**Ga₂O₃: the levels beside the gap, at the zone centre and one step away**

Where do the highest filled and the lowest empty level of Ga₂O₃ lie at the centre of the Brillouin zone, and where at the next mesh point, $(1/9, 0, 0)$? Five other points of the same PBE calculation are open to view. The columns "level under 1" and "level over 1" hold the two levels in question. Energies count from a Fermi energy inside the gap, so only differences between levels carry physical meaning.

SIRIUS 7.12.0, PBE with dojo-sr-pbe-0.4.1-standard pseudopotentials, for Ga₂O₃ (C2/m, 10-atom cell) without spin polarisation or spin–orbit coupling. The k mesh is 9×9×5, the plane-wave cutoff 1151.59 eV and the Fermi–Dirac smearing 0.05 eV. Levels are in eV from the Fermi energy, numbered outwards from it at each k point.

```
point a (reciprocal cell vector)  point b (reciprocal cell vector)  point c (reciprocal cell vector)  level under 1 (eV)  level over 1 (eV)  level over 2 (eV)
                          0.0000                            0.0000                            0.0000                   ?                  ?                  ?
                          0.1111                            0.0000                            0.0000                   ?                  ?                  ?
                          0.2222                            0.0000                            0.0000              -1.239              3.251              5.123
                          0.3333                            0.0000                            0.0000              -1.278              4.569              4.988
                         -0.2222                           -0.3333                            0.4000              -1.269              3.572              4.727
                         -0.1111                           -0.3333                            0.4000              -1.401              4.266              5.249
                         -0.1111                           -0.1111                            0.4000              -1.420              3.035              4.296
```

**What the five points show**

The two edges of the gap behave very differently. From point to point the highest filled level shifts by no more than 0.18 eV, while the lowest empty level shifts by 1.53 eV. A forecast for the filled edge can therefore lean on its neighbours, but one for the empty edge needs a reason for the steepness.

The established picture of this oxide supplies it, although level energies alone do not reveal orbital character. The topmost filled levels are mainly O 2p combinations in which bonding and antibonding contacts nearly balance, so their energy hardly depends on how the phase of the wave changes from cell to cell. The lowest empty level has strong Ga 4s character. These orbitals are large and round, and the level is lowest at the zone centre, where every cell repeats in phase.

**Why the empty level climbs**

An O 2p orbital has a positive and a negative lobe. At the zone centre, certain 2p combinations cannot mix with the in-phase Ga 4s wave, because contributions from atoms on opposite sides of the crystal's inversion centre cancel. Away from the centre the phase differs between neighbours and the cancellation is lifted, at first in proportion to the wave number $k$. The two states then repel: the filled partner sinks into the valence band and the empty one rises.

For two levels separated by a gap $G$ and coupled in proportion to $k$, this repulsion gives

$$(E-E_m)^2=\left(\frac{G}{2}\right)^2+Bk^2,$$

where $E$ is the empty level, $E_m$ the middle of the gap and $B$ the square of the coupling per unit of $k$. Close to the centre the gap term dominates and $E$ rises as $k^2$. Farther out the coupling dominates and the rise becomes nearly a straight line.

**Fixing the curve**

The run's gap on the mesh, 2.469 eV, fixes the bottom of the curve. The highest filled level in view is −1.239 eV, at $(2/9, 0, 0)$, and no empty level of the mesh can lie less than the gap above it. If the minimum is at the centre, the estimate there is $-1.239+2.469=1.230$ eV. A higher filled level at some other mesh point would raise it.

Only $B$ was fitted, to all five known points, with $k$ computed from rough cell dimensions. The run's cell settles how the axes lie: its two equal edges meet at a sharp angle, so their sum is the long axis of the crystal and their difference the short one. With the other usual choice of axes, the same $B$ would miss the last point by more than 1 eV. The curve then follows the five levels with an rms error of 0.06 eV, although the points lie in different directions. That suits a level built from round s orbitals.

The formula remains an interpolation. It leaves out the direct overlap between Ga 4s orbitals, which also raises the empty level away from the centre, so the fitted $B$ absorbs that part too. It also places the filled partner at the top of the valence band, whereas the flat levels found there are not the ones that sink. $B$ is therefore no measured coupling between two identified bands.

**One estimate in full**

At $(1/9, 0, 0)$ the wave number is 0.2402 Å⁻¹, and the fit gives $B=38.7$ eV² Å². The middle of the gap is at $-1.239+2.469/2=-0.0045$ eV. Hence

$$E=-0.0045+\sqrt{(2.469/2)^2+38.7\times0.2402^2}\approx1.93\ \text{eV}.$$

A plain parabola with a free bottom fits the five known points equally well, but it ends at 2.19 eV at the centre. With the gap of the run, that minimum would demand a filled level near $2.19-2.47=-0.28$ eV, far above the flat edge seen so far. I therefore keep the hyperbola.

**Forecasts**

- Lowest empty level at the zone centre: 1.23 eV, range 1.22 to 1.33 eV.
- Lowest empty level at $(1/9, 0, 0)$: 1.93 eV, range 1.78 to 2.08 eV.
- Highest filled level at both points: −1.26 eV, range −1.36 to −1.16 eV. This is the mean of the two known points on the same line.

The second empty level is left without a forecast.

The withheld rows as computed:

```
point a (reciprocal cell vector)  point b (reciprocal cell vector)  point c (reciprocal cell vector)  level under 1 (eV)  level over 1 (eV)  level over 2 (eV)
                          0.0000                            0.0000                            0.0000              -1.221              1.270              4.553
                          0.1111                            0.0000                            0.0000              -1.223              1.958              4.775
```

**What came out**

All four values fall within their ranges. The filled level is about 0.04 eV higher than forecast at both points. The reason is visible along the line: this level sinks slowly on the way out, from −1.221 eV at the centre to −1.278 eV at $(1/3, 0, 0)$. The mean of the two outer points was therefore slightly too low for the inner ones.

The empty level at the centre is 1.270 eV, also 0.04 eV above its forecast. If it is the lowest of the whole mesh, the highest filled level must be at $1.270-2.469=-1.199$ eV. This is higher than at any of the seven points, so the valence maximum of the mesh lies elsewhere, and a finer mesh could find a filled level higher still. The forecast had used −1.239 eV in its place, and the difference accounts for the miss.

At $(1/9, 0, 0)$ the computed 1.958 eV is only 0.02 eV above the forecast. The shape of the rise can now be tested without the fit, because $(2/9, 0, 0)$ lies exactly twice as far from the centre. Over the full distance the level climbs $3.251-1.270=1.981$ eV. A parabola would cover a quarter of this in the first half, about 0.50 eV, and a straight line would cover half, about 0.99 eV. The computed first step is 0.688 eV, between the two, as the formula expects where the curve bends from one form to the other. This does not prove the mechanism, because a band built from direct Ga 4s overlap alone would also leave its parabola in this sense.

The free parabola is too high by 0.92 eV at the centre, despite its good fit farther out. The known points lie mostly on the straighter part of the curve, where the bend at the bottom leaves little trace. The hyperbola had the gap to hold it there, so its success does not rest on its shape alone.

The strong upward curvature of the empty level at the centre means light electrons. The flat filled edge points to heavy holes, and in this oxide a hole is known to trap itself by distorting the lattice around it, which the levels of a perfect crystal cannot show. The size of the gap itself should not be taken from this calculation: PBE gives 2.491 eV straight up at the centre, while experiment is nearer 5 eV, a rough recalled figure. The printed output after this page lists the fits and the comparison point by point.

Printed output of the fit:

```
fit of (level_over_1 - mid)**2 - (gap/2)**2 on 5 rows: coefficient of k2 38.7 +/- 0.63; rms 0.442, worst 0.3333 0.705, leave-one-out rms 0.669
  rows outside the fit (model, value, miss): 0.0 0, 0.1004, -0.1; 0.1111 2.233, 2.327, -0.0943
fit of level_over_1 on 5 rows: constant 2.189 +/- 0.096, coefficient of k2 4.716 +/- 0.27; rms 0.0585, worst -0.1111 -0.0803, leave-one-out rms 0.12
  rows outside the fit (model, value, miss): 0.0 2.189, 1.27, 0.919; 0.1111 2.461, 1.958, 0.503
Spread of highest filled level over known points, eV: 0.181
Spread of lowest empty level over known points, eV: 1.534
Rms miss of hyperbola on known points, eV: 0.05697
Electron mass at the bottom of the hyperbola, free electron masses: 0.2431
Miss at the last point with the other choice of axes, eV: 1.152
Forecast of highest filled level at both withheld points (range 0.10 either way), eV: -1.259
Forecast of lowest empty level at zone centre (range 0.01 down and 0.10 up), eV: 1.23
Forecast of lowest empty level one step away (range 0.15 either way), eV: 1.934
Forecast less computed value:
      row  k_per_A  empty_eV  forecast_eV   miss_eV  filled_eV  filled_miss_eV
      0.0        0      1.27         1.23     -0.04     -1.221         -0.0375
   0.1111   0.2402     1.958        1.934  -0.02416     -1.223         -0.0355
   0.2222   0.4805     3.251        3.229  -0.02183     -1.239         -0.0195
   0.3333   0.7207     4.569        4.645   0.07649     -1.278          0.0195
  -0.2222     0.53     3.572        3.516   -0.0558     -1.269          0.0105
  -0.1111   0.6506     4.266        4.227  -0.03904     -1.401          0.1425
  -0.1111   0.4337     3.035        2.962  -0.07255      -1.42          0.1615
Computed rise of lowest empty level from centre to next point, eV: 0.688
Computed vertical separation at zone centre, eV: 2.491
Highest filled level of the mesh if the centre holds the lowest empty one, eV: -1.199
```
